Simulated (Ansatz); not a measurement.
# Ir: the cost of one run

Program: Ansatz 0.2.0. Level of theory: DFT PBE, scalar-relativistic, plane waves, PAW. These are calculated values, not measurements.

3 further runs of the same task are left out: 3 set aside as unsound or not needed.

### 1 Starting point

Symmetry: Fmmm, No. 69, orthorhombic system. Conventional cell: a = 3.455 Å, b = 4.925 Å, c = 7.817 Å, α = 90.00°, β = 90.00°, γ = 90.00°. Ir (site symmetry mm2) is surrounded by 1 Ir at 1.36 Å.

Coordinates:

```
Ir
1.0
     0.00000    2.46267    3.90846
     1.72745    0.00000    3.90846
     1.72745    2.46267    0.00000
Ir
2
Cartesian
  1.7275 2.4627 0.6809
  1.7275 2.4627 7.1361
```

This is candidate A: O type (Fmmm, No. 69).

(A quick probe on a coarse mesh, which set the mesh and smearing, is not shown.)

### 3 Rough relaxation on the coarse mesh (candidate A)

The input, input.yaml:

```yaml
crystal:
  lattice:
    - [0.0, 2.4626725258, 3.9084577817]
    - [1.7274522211, 0.0, 3.9084577817]
    - [1.7274522211, 2.4626725258, 0.0]
  atoms:
    - { symbol: Ir, position: [0.0871, 0.0871, 0.9129] }
    - { symbol: Ir, position: [0.9129, 0.9129, 0.0871] }
basis:
  ecutwfc: 420
kpoints:
  mp_grid: { grid: [6, 6, 6] }
hamiltonian:
  xc: pbe
scf:
  occupations: { method: gaussian, width: 0.1 }
  lower_state_search: "off"
output:
  forces: true
  stress: true
  eigenvalues: true
relax:
  adjacent_minimum: "off"
  f_tol: 0.04
  max_steps: 70
  cell: { stress_tol: 0.4 }
```

What time and memory should one allow on 1 thread of an x86-64 CPU, shared host?

About 23 s, with a peak of 0.38 GiB.
